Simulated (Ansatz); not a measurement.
The elements of this relaxed trial sheet are hidden behind letters. This is a two-dimensional sheet: the third axis spans vacuum and isn't periodic.

```
lattice vectors (Å)
   4.1113    0.0000    0.0000
   0.0000    4.1113    0.0000
   0.0000    0.0000   23.8000
fractional positions
X 0.5000 0.5000 0.2941
Z 0.0000 0.0000 0.2941
```

Method: DFT PBE, scalar-relativistic, plane waves, PAW in Ansatz. Settings of the last relaxation (2-atom cell): 420 eV, 10×10×1 k points, Gaussian smearing of 0.02 eV, no spin polarisation.

| Property | Result |
| --- | --- |
| Layer group | p4/mmm (No. 61) |
| In-plane cell | a = 4.111 Å, b = 4.111 Å, γ = 90.0° |
| Area per atom | 8.45 Å² |
| Thickness between the outermost nuclei | 0.00 Å |
| Formation energy | −0.034 eV/atom |
| Gap on the 10×10×1 mesh of the 2-atom cell | 0.07 eV |

Energies are uncorrected and count from the elements' standard states at the same level.

Q: X is a p-block element of period 5 and Z is a p-block element of period 4. Which elements are they?

A: X = Sn, Z = Se, so the formula is SnSe. Sn at height 0.00 Å has 4 Se at 2.91 Å; Se at height 0.00 Å has 4 Sn at 2.91 Å. Other elements may fit the hints; this set was computed.

A structure relaxed within its symmetry needn't be a true minimum.
